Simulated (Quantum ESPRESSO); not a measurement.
# Te2Mo (P6_3/mmc) in Quantum ESPRESSO: settings compared

One crystal, Te2Mo, is run at these levels: r2SCAN, PBEsol, LDA; tasks: band structure, single point, equation of state.

All numbers are computed with Quantum ESPRESSO 7.5; they aren't measurements. Logs are shortened: lines on timing, memory, paths and dates and some standing lists are left out, and cuts for length are marked.

**Measured values to compare with.**

From “Broadband infrared study of pressure-tunable Fano resonance and metallization transition in 2H-MoTe2”, 2022, pmc:9569381, for a bulk crystal of Te2Mo at 300 K: band gap 0.88 ± 0.05 eV (indirect).

How close the calculation comes is told below.

### 1 The structure

The structure is hexagonal, space group P6_3/mmc (No. 194). The conventional cell has a = 3.518 Å, b = 3.518 Å, c = 13.974 Å, α = 90.00°, β = 90.00°, γ = 120.00°. Te (site symmetry 3m) is surrounded by 3 Mo at 2.72 Å. Mo (site symmetry -6m2) has 6 Te at 2.72 Å as nearest neighbours.

### 2 Band structure, r2SCAN

The input, pw.in:

```
&CONTROL
  calculation = 'scf'
  prefix = 'pwscf'
  outdir = './tmp'
  pseudo_dir = './pseudo'
  tprnfor = .true.
  tstress = .true.
  disk_io = 'low'
/
&SYSTEM
  ibrav = 0
  celldm(1) = 8
  nat = 6
  ntyp = 2
  ecutwfc = 70
  nbnd = 60
  input_dft = 'r2scan'
  occupations = 'smearing'
  smearing = 'fd'
  degauss = 0.00367493
  nosym = .true.
/
&ELECTRONS
  conv_thr = 1d-08
  electron_maxstep = 120
  mixing_beta = 0.5
/
ATOMIC_SPECIES
Te   127.6000 Te_ONCV_PBE-1.2.upf
Mo    95.9500 Mo_ONCV_PBE-1.2.upf
CELL_PARAMETERS alat
  0.8310543064573   0.0000000000000   0.0000000000000
 -0.4155271532286   0.7197141413178   0.0000000000000
  0.0000000000000   0.0000000000000   3.3007846218838
ATOMIC_POSITIONS crystal
Te     0.6666666667    0.3333333333    0.3790000000
Te     0.3333333333    0.6666666667    0.8790000000
Te     0.6666666667    0.3333333333    0.1210000000
Te     0.3333333333    0.6666666667    0.6210000000
Mo     0.6666666667    0.3333333333    0.7500000000
Mo     0.3333333333    0.6666666667    0.2500000000
K_POINTS automatic
9 9 2 0 0 0
```

The input, bands.in:

```
&CONTROL
  calculation = 'bands'
  prefix = 'pwscf'
  outdir = './tmp'
  pseudo_dir = './pseudo'
  disk_io = 'low'
  verbosity = 'high'
/
&SYSTEM
  ibrav = 0
  celldm(1) = 8
  nat = 6
  ntyp = 2
  ecutwfc = 70
  nbnd = 60
  input_dft = 'r2scan'
  occupations = 'smearing'
  smearing = 'fd'
  degauss = 0.00367493
  nosym = .true.
/
&ELECTRONS
  conv_thr = 1d-08
  electron_maxstep = 120
  mixing_beta = 0.5
  diago_full_acc = .true.
  startingwfc = 'random'
/
ATOMIC_SPECIES
Te   127.6000 Te_ONCV_PBE-1.2.upf
Mo    95.9500 Mo_ONCV_PBE-1.2.upf
CELL_PARAMETERS alat
  0.8310543064573   0.0000000000000   0.0000000000000
 -0.4155271532286   0.7197141413178   0.0000000000000
  0.0000000000000   0.0000000000000   3.3007846218838
ATOMIC_POSITIONS crystal
Te     0.6666666667    0.3333333333    0.3790000000
Te     0.3333333333    0.6666666667    0.8790000000
Te     0.6666666667    0.3333333333    0.1210000000
Te     0.3333333333    0.6666666667    0.6210000000
Mo     0.6666666667    0.3333333333    0.7500000000
Mo     0.3333333333    0.6666666667    0.2500000000
K_POINTS crystal
60
 0.0000000000  0.0000000000  0.0000000000 1
 0.0555555556  0.0000000000  0.0000000000 1
 0.1111111111  0.0000000000  0.0000000000 1
 0.1666666667  0.0000000000  0.0000000000 1
 0.2222222222  0.0000000000  0.0000000000 1
 0.2777777778  0.0000000000  0.0000000000 1
 0.3333333333  0.0000000000  0.0000000000 1
 0.3888888889  0.0000000000  0.0000000000 1
 0.4444444444  0.0000000000  0.0000000000 1
 0.5000000000  0.0000000000  0.0000000000 1
 0.4666666667  0.0666666667  0.0000000000 1
 0.4333333333  0.1333333333  0.0000000000 1
 0.4000000000  0.2000000000  0.0000000000 1
 0.3666666667  0.2666666667  0.0000000000 1
 0.3333333333  0.3333333333  0.0000000000 1
 0.3030303030  0.3030303030  0.0000000000 1
 0.2727272727  0.2727272727  0.0000000000 1
 0.2424242424  0.2424242424  0.0000000000 1
 0.2121212121  0.2121212121  0.0000000000 1
 0.1818181818  0.1818181818  0.0000000000 1
 0.1515151515  0.1515151515  0.0000000000 1
 0.1212121212  0.1212121212  0.0000000000 1
 0.0909090909  0.0909090909  0.0000000000 1
 0.0606060606  0.0606060606  0.0000000000 1
 0.0303030303  0.0303030303  0.0000000000 1
 0.0000000000  0.0000000000  0.0000000000 1
 0.0000000000  0.0000000000  0.5000000000 1
 0.0500000000  0.0000000000  0.5000000000 1
 0.1000000000  0.0000000000  0.5000000000 1
 0.1500000000  0.0000000000  0.5000000000 1
 0.2000000000  0.0000000000  0.5000000000 1
 0.2500000000  0.0000000000  0.5000000000 1
 0.3000000000  0.0000000000  0.5000000000 1
 0.3500000000  0.0000000000  0.5000000000 1
 0.4000000000  0.0000000000  0.5000000000 1
 0.4500000000  0.0000000000  0.5000000000 1
 0.5000000000  0.0000000000  0.5000000000 1
 0.4666666667  0.0666666667  0.5000000000 1
 0.4333333333  0.1333333333  0.5000000000 1
 0.4000000000  0.2000000000  0.5000000000 1
 0.3666666667  0.2666666667  0.5000000000 1
 0.3333333333  0.3333333333  0.5000000000 1
 0.3076923077  0.3076923077  0.5000000000 1
 0.2820512821  0.2820512821  0.5000000000 1
 0.2564102564  0.2564102564  0.5000000000 1
 0.2307692308  0.2307692308  0.5000000000 1
 0.2051282051  0.2051282051  0.5000000000 1
 0.1794871795  0.1794871795  0.5000000000 1
 0.1538461538  0.1538461538  0.5000000000 1
 0.1282051282  0.1282051282  0.5000000000 1
 0.1025641026  0.1025641026  0.5000000000 1
 0.0769230769  0.0769230769  0.5000000000 1
 0.0512820513  0.0512820513  0.5000000000 1
 0.0256410256  0.0256410256  0.5000000000 1
 0.0000000000  0.0000000000  0.5000000000 1
 0.5000000000  0.0000000000  0.5000000000 1
 0.5000000000  0.0000000000  0.0000000000 1
 0.3333333333  0.3333333333  0.0000000000 1
 0.3333333333  0.3333333333  0.2500000000 1
 0.3333333333  0.3333333333  0.5000000000 1
```

Potentials or basis: SG15 PBE 1.2.

On the command line:

```console
$ OMP_NUM_THREADS=1 mpirun -n 2 pw.x -nk 2 -in pw.in > pw.out
$ OMP_NUM_THREADS=1 mpirun -n 2 pw.x -nk 2 -in bands.in > bands.out
```

pw.out:

```text
This program is part of the open-source Quantum ESPRESSO suite
     for quantum simulation of materials; please cite
         "P. Giannozzi et al., J. Phys.:Condens. Matter 21 395502 (2009);
         "P. Giannozzi et al., J. Phys.:Condens. Matter 29 465901 (2017);
         "P. Giannozzi et al., J. Chem. Phys. 152 154105 (2020);
     in publications or presentations arising from this work. More details at

     IMPORTANT: XC functional enforced from input :
     Exchange-correlation= R2SCAN
                           (   0   0   0   0   0 497 498)
     Any further DFT definition will be discarded
     Please, verify this is what you really want

     K-points division:     npool     =       2
     Subspace diagonalization in iterative solution of the eigenvalue problem:
     a serial algorithm will be used

     G-vector sticks info
     --------------------
     sticks:   dense  smooth     PW     G-vecs:    dense   smooth      PW
     Sum         847     847    253                80031    80031   13409

     Using Slab Decomposition

     bravais-lattice index     =            0
     lattice parameter (alat)  =       8.0000  a.u.
     unit-cell volume          =    1010.8264 (a.u.)^3
     number of atoms/cell      =            6
     number of atomic types    =            2
     number of electrons       =        92.00
     number of Kohn-Sham states=           60
     kinetic-energy cutoff     =      70.0000  Ry
     charge density cutoff     =     280.0000  Ry
     scf convergence threshold =      1.0E-08
     mixing beta               =       0.5000
     number of iterations used =            8  plain     mixing
     Exchange-correlation= R2SCAN
                           (   0   0   0   0   0 497 498)

     celldm(1)=   8.000000  celldm(2)=   0.000000  celldm(3)=   0.000000
     celldm(4)=   0.000000  celldm(5)=   0.000000  celldm(6)=   0.000000

     crystal axes: (cart. coord. in units of alat)
               a(1) = (   0.831054   0.000000   0.000000 )
               a(2) = (  -0.415527   0.719714   0.000000 )
               a(3) = (   0.000000   0.000000   3.300785 )

     reciprocal axes: (cart. coord. in units 2 pi/alat)
               b(1) = (  1.203291  0.694720 -0.000000 )
               b(2) = (  0.000000  1.389441  0.000000 )
               b(3) = (  0.000000 -0.000000  0.302958 )

     PseudoPot. # 1 for Te read from file:
     Te_ONCV_PBE-1.2.upf
     Pseudo is Norm-conserving, Zval = 16.0
     Generated using ONCVPSP code by D. R. Hamann
     Using radial grid of  602 points,  6 beta functions with:
                l(1) =   0
                l(2) =   0
                l(3) =   1
                l(4) =   1
                l(5) =   2
                l(6) =   2

     PseudoPot. # 2 for Mo read from file:
     Mo_ONCV_PBE-1.2.upf
     Pseudo is Norm-conserving, Zval = 14.0
     Generated using ONCVPSP code by D. R. Hamann
     Using radial grid of  602 points,  6 beta functions with:
                l(1) =   0
                l(2) =   0
                l(3) =   1
                l(4) =   1
                l(5) =   2
                l(6) =   2

     atomic species   valence    mass     pseudopotential
     Te               16.00   127.60000     Te( 1.00)
     Mo               14.00    95.95000     Mo( 1.00)

     No symmetry found

   Cartesian axes

     site n.     atom                  positions (alat units)
         1        Te     tau(   1) = (   0.4155272   0.2399047   1.2509974  )
         2        Te     tau(   2) = (  -0.0000000   0.4798094   2.9013897  )
         3        Te     tau(   3) = (   0.4155272   0.2399047   0.3993949  )
         4        Te     tau(   4) = (  -0.0000000   0.4798094   2.0497873  )
         5        Mo     tau(   5) = (   0.4155272   0.2399047   2.4755885  )
         6        Mo     tau(   6) = (  -0.0000000   0.4798094   0.8251962  )

     number of k points=    82  Fermi-Dirac smearing, width (Ry)=  0.0037
                       cart. coord. in units 2pi/alat
        k(    1) = (   0.0000000   0.0000000   0.0000000), wk =   0.0123457
        k(    2) = (   0.0000000   0.0000000  -0.1514791), wk =   0.0123457
        k(    3) = (   0.0000000   0.1543823   0.0000000), wk =   0.0246914
        k(    4) = (   0.0000000   0.1543823  -0.1514791), wk =   0.0246914
        k(    5) = (   0.0000000   0.3087646   0.0000000), wk =   0.0246914
        k(    6) = (   0.0000000   0.3087646  -0.1514791), wk =   0.0246914
[... 74 lines left out ...]
        k(   81) = (   0.5347959   0.1543823   0.0000000), wk =   0.0246914
        k(   82) = (   0.5347959   0.1543823  -0.1514791), wk =   0.0246914

     Dense  grid:    80031 G-vectors     FFT dimensions: (  36,  36, 144)

     WARNING: libxc functional with ID  497 depends
      on external parameters: check the user_guide of
      QE if you need to modify them or to check their
      default values.

     WARNING: libxc functional with ID  498 depends
      on external parameters: check the user_guide of
      QE if you need to modify them or to check their
      default values.

     Initial potential from superposition of free atoms

     starting charge      91.6633, renormalised to      92.0000
     Starting wfcs are random

     Self-consistent Calculation

     iteration #  1     ecut=    70.00 Ry     beta= 0.50
     Davidson diagonalization with overlap
     ethr =  1.00E-02,  avg # of iterations = 10.1

     total energy              =    -969.54104762 Ry
     estimated scf accuracy    <     189.81119673 Ry

     iteration #  2     ecut=    70.00 Ry     beta= 0.50
     Davidson diagonalization with overlap
     ethr =  1.00E-02,  avg # of iterations =  1.0

     total energy              =    -968.89471590 Ry
     estimated scf accuracy    <      57.17464013 Ry

     iteration #  3     ecut=    70.00 Ry     beta= 0.50
     Davidson diagonalization with overlap
     ethr =  1.00E-02,  avg # of iterations =  2.6
[... 71 lines left out ...]
     total energy              =    -970.18333872 Ry
     estimated scf accuracy    <       0.00000017 Ry

     iteration # 14     ecut=    70.00 Ry     beta= 0.50
     Davidson diagonalization with overlap
     ethr =  1.83E-10,  avg # of iterations =  1.9

     total energy              =    -970.18333873 Ry
     estimated scf accuracy    <       0.00000001 Ry

     iteration # 15     ecut=    70.00 Ry     beta= 0.50
     Davidson diagonalization with overlap
     ethr =  1.47E-11,  avg # of iterations =  2.0

     End of self-consistent calculation

          k = 0.0000 0.0000 0.0000 ( 10025 PWs)   bands (ev):

   -50.2175 -50.2173 -23.4367 -23.4367 -23.4365 -23.4365 -23.3648 -23.3647
   -23.1781 -23.1781 -23.1778 -23.1778 -23.1438 -23.1438 -23.1425 -23.1425
   -23.1100 -23.1100 -23.1081 -23.1081 -23.0986 -23.0968 -23.0860 -23.0842
   -22.9626 -22.9626 -22.9623 -22.9623  -0.6344  -0.3262   0.2818   0.7667
     6.9944   8.3125   9.8981  11.1852  11.1852  11.2032  11.2032  12.0117
    12.0117  12.0513  12.0513  12.1324  12.6537  13.1431  16.0844  16.0844
    16.2128  16.2128  16.2893  16.2893  16.5327  16.5327  19.1972  19.8037
    21.0956  21.4989  22.1762  22.8177

          k = 0.0000 0.0000-0.1515 (  9934 PWs)   bands (ev):

   -50.2175 -50.2173 -23.4367 -23.4367 -23.4366 -23.4366 -23.3648 -23.3647
   -23.1780 -23.1780 -23.1779 -23.1779 -23.1432 -23.1432 -23.1432 -23.1432
   -23.1091 -23.1091 -23.1090 -23.1090 -23.0978 -23.0978 -23.0850 -23.0850
   -22.9625 -22.9625 -22.9624 -22.9624  -0.5133  -0.5132   0.5541   0.5542
     7.5025   7.5025  11.0189  11.0189  11.1940  11.1940  11.1941  11.1941
    12.0316  12.0316  12.0317  12.0317  13.0286  13.0287  16.1199  16.1199
    16.1200  16.1200  16.4392  16.4392  16.4393  16.4393  19.5898  19.5899
    21.7452  21.7452  21.8035  21.8035
[... 861 lines left out ...]
   -50.2084 -50.2083 -23.5423 -23.5420 -23.4855 -23.4851 -23.4343 -23.4340
   -23.1697 -23.1692 -23.1591 -23.1589 -23.1456 -23.1449 -23.1435 -23.1431
   -23.1132 -23.1107 -23.1057 -23.1025 -23.0723 -23.0712 -23.0300 -23.0277
   -22.9463 -22.9448 -22.9334 -22.9327   1.2201   1.4243   1.6118   1.8502
     7.6895   7.9417   8.4744   8.5859   8.9977   9.7513  10.1004  10.3984
    11.2022  11.2717  11.3867  11.4970  12.4694  12.5803  14.2643  14.7163
    14.8003  15.0208  15.4200  16.2372  16.2808  17.4083  18.0521  19.0226
    20.4130  20.4935  20.7382  21.4726

          k = 0.5348 0.1544-0.1515 ( 10012 PWs)   bands (ev):

   -50.2084 -50.2083 -23.5422 -23.5421 -23.4853 -23.4852 -23.4342 -23.4341
   -23.1695 -23.1694 -23.1590 -23.1590 -23.1453 -23.1452 -23.1434 -23.1433
   -23.1120 -23.1119 -23.1041 -23.1040 -23.0718 -23.0717 -23.0289 -23.0288
   -22.9456 -22.9455 -22.9331 -22.9330   1.2946   1.2947   1.7584   1.7585
     7.8181   7.8182   8.4612   8.4613   9.3923   9.3924  10.3314  10.3314
    11.2033  11.2033  11.4263  11.4263  12.5238  12.5239  14.5106  14.5107
    14.8134  14.8135  15.9077  15.9077  16.7356  16.7357  18.6133  18.6134
    20.5805  20.5805  21.1156  21.1157

     the Fermi energy is    13.5679 ev

!    total energy              =    -970.18333873 Ry
     estimated scf accuracy    <          2.3E-09 Ry
     smearing contrib. (-TS)   =      -0.00000043 Ry
     internal energy E=F+TS    =    -970.18333830 Ry

     The total energy is F=E-TS. E is the sum of the following terms:
     one-electron contribution =    -425.77889426 Ry
     hartree contribution      =     242.72860874 Ry
     xc contribution           =    -102.37399410 Ry
     ewald contribution        =    -684.75905868 Ry

     convergence has been achieved in  15 iterations

     Forces acting on atoms (cartesian axes, Ry/au):

     atom    1 type  1   force =    -0.00000002   -0.00000004   -0.00968484
     atom    2 type  1   force =     0.00000005   -0.00000001   -0.00968678
     atom    3 type  1   force =     0.00000001    0.00000004    0.00968728
     atom    4 type  1   force =    -0.00000002   -0.00000001    0.00969093
     atom    5 type  2   force =    -0.00000002    0.00000002    0.00000058
     atom    6 type  2   force =     0.00000001   -0.00000000   -0.00000718

     Total force =     0.019375     Total SCF correction =     0.000267

     Computing stress (Cartesian axis) and pressure

          total   stress  (Ry/bohr**3)                   (kbar)     P=       14.36
   0.00012381   0.00000000  -0.00000000           18.21        0.00       -0.00
   0.00000000   0.00012381   0.00000000            0.00       18.21        0.00
  -0.00000000   0.00000000   0.00004527           -0.00        0.00        6.66

=------------------------------------------------------------------------------=
   JOB DONE.
=------------------------------------------------------------------------------=
```

It took 49 min on 2 MPI ranks of Arm Neoverse V1, shared host; peak memory 1.1 GiB.

Results:

- Free energy: -13200.0168 eV
- Pressure: 1.4 GPa
- Largest force: 0.249 eV/Å
- Band gap on the k mesh: 0.93 eV, indirect (least direct gap 1.14 eV)
- Band gap along the path: 0.87 eV, indirect (least direct gap 1.14 eV)

Forces in eV/Å, atoms in the order of the input:
```
Te   0.000  0.000 -0.249
Te   0.000  0.000 -0.249
Te   0.000  0.000  0.249
Te   0.000  0.000  0.249
Mo   0.000  0.000  0.000
Mo   0.000  0.000  0.000
```

Stress tensor (GPa, compression positive):
```
1.82 0.00 0.00
0.00 1.82 0.00
0.00 0.00 0.67
```

Levels at the corners of the path, in eV from the valence-band top:
```csv
point,band 43,band 44,band 45,band 46,band 47,band 48,band 49,band 50
Γ,-1.09,-1.01,-0.49,0.00,2.94,2.94,3.07,3.07
M,-1.04,-0.98,-0.77,-0.48,1.36,1.42,1.60,1.90
K,-2.02,-2.02,-0.29,-0.08,1.06,1.06,1.40,2.37
Γ,-1.09,-1.01,-0.49,0.00,2.94,2.94,3.07,3.07
A,-1.11,-1.11,-0.11,-0.11,2.98,2.98,2.98,2.98
L,-0.99,-0.99,-0.62,-0.62,1.39,1.39,1.76,1.76
H,-2.18,-2.18,-0.20,-0.20,1.07,1.07,1.84,1.84
A,-1.11,-1.11,-0.11,-0.11,2.98,2.98,2.98,2.98
L,-0.99,-0.99,-0.62,-0.62,1.39,1.39,1.76,1.76
M,-1.04,-0.98,-0.77,-0.48,1.36,1.42,1.60,1.90
K,-2.02,-2.02,-0.29,-0.08,1.06,1.06,1.40,2.37
H,-2.18,-2.18,-0.20,-0.20,1.07,1.07,1.84,1.84
```

Caveat: the potentials were made for another functional, which shifts forces and pressure; spin-orbit coupling is left out, which moves the levels of the heavy elements.

### 3 Band structure, PBEsol

Changes to pw.in since step 2:

```diff
@@ -14,5 +14,5 @@
   ntyp = 2
-  ecutwfc = 70
-  nbnd = 60
-  input_dft = 'r2scan'
+  ecutwfc = 45
+  ecutrho = 360
+  nbnd = 36
   occupations = 'smearing'
@@ -20,6 +20,5 @@
   degauss = 0.00367493
-  nosym = .true.
 /
 &ELECTRONS
-  conv_thr = 1d-08
+  conv_thr = 1.2d-09
   electron_maxstep = 120
@@ -28,4 +27,4 @@
 ATOMIC_SPECIES
-Te   127.6000 Te_ONCV_PBE-1.2.upf
-Mo    95.9500 Mo_ONCV_PBE-1.2.upf
+Te   127.6000 te_pbesol_v1.uspp.F.UPF
+Mo    95.9500 mo_pbesol_v1.uspp.F.UPF
 CELL_PARAMETERS alat
```

Changes to bands.in since step 2:

```diff
@@ -13,5 +13,5 @@
   ntyp = 2
-  ecutwfc = 70
-  nbnd = 60
-  input_dft = 'r2scan'
+  ecutwfc = 45
+  ecutrho = 360
+  nbnd = 36
   occupations = 'smearing'
@@ -19,3 +19,2 @@
   degauss = 0.00367493
-  nosym = .true.
 /
@@ -29,4 +28,4 @@
 ATOMIC_SPECIES
-Te   127.6000 Te_ONCV_PBE-1.2.upf
-Mo    95.9500 Mo_ONCV_PBE-1.2.upf
+Te   127.6000 te_pbesol_v1.uspp.F.UPF
+Mo    95.9500 mo_pbesol_v1.uspp.F.UPF
 CELL_PARAMETERS alat
```

Potentials or basis: GBRV 1.5 PBEsol.

On the command line:

```console
$ OMP_NUM_THREADS=1 mpirun -n 2 pw.x -nk 2 -in pw.in > pw.out
$ OMP_NUM_THREADS=1 mpirun -n 2 pw.x -nk 2 -in bands.in > bands.out
```

It took 3.1 min on 2 MPI ranks of Arm Neoverse V1, shared host; peak memory 0.62 GiB.

Results (log left out):

```
Free energy             : -5231.7934 eV
Pressure                : -0.3 GPa
Largest force           : 0.040 eV/Å
Band gap on the k mesh  : 0.70 eV, indirect (least direct gap 1.03 eV)
Band gap along the path : 0.65 eV, indirect (least direct gap 1.03 eV)
```

Forces on the atoms (eV/Å):
```
Te   0.000  0.000  0.040
Te   0.000  0.000  0.040
Te   0.000  0.000 -0.040
Te   0.000  0.000 -0.040
Mo   0.000  0.000  0.000
Mo   0.000  0.000  0.000
```

Stress tensor (GPa, compression positive):
```
-0.49  0.00  0.00
 0.00 -0.49  0.00
 0.00  0.00  0.17
```

Levels at the corners of the path, in eV from the valence-band top:
```
point  band 22  band 23  band 24  band 25  band 26  band 27  band 28  band 29  band 30  band 31
    Γ    -1.10    -1.06    -1.06    -0.37     0.00     2.86     2.86     2.97     2.97     3.06
    M    -1.85    -1.09    -0.99    -0.65    -0.37     1.24     1.31     1.39     1.74     2.50
    K    -3.19    -1.88    -1.88    -0.34    -0.10     0.94     0.94     1.02     2.10     2.25
    Γ    -1.10    -1.06    -1.06    -0.37     0.00     2.86     2.86     2.97     2.97     3.06
    A    -1.08    -1.08    -1.08    -0.09    -0.09     2.89     2.89     2.89     2.89     3.22
    L    -1.98    -1.02    -1.02    -0.51    -0.51     1.27     1.27     1.58     1.58     2.93
    H    -2.81    -2.04    -2.04    -0.25    -0.25     0.94     0.94     1.51     1.51     2.33
    A    -1.08    -1.08    -1.08    -0.09    -0.09     2.89     2.89     2.89     2.89     3.22
    L    -1.98    -1.02    -1.02    -0.51    -0.51     1.27     1.27     1.58     1.58     2.93
    M    -1.85    -1.09    -0.99    -0.65    -0.37     1.24     1.31     1.39     1.74     2.50
    K    -3.19    -1.88    -1.88    -0.34    -0.10     0.94     0.94     1.02     2.10     2.25
    H    -2.81    -2.04    -2.04    -0.25    -0.25     0.94     0.94     1.51     1.51     2.33
```

Caveat: spin-orbit coupling is left out, which moves the levels of the heavy elements; this functional lacks dispersion, which binds the layers, so the pressure and a relaxed spacing across them are unreliable.

[end of part 1 of 2]
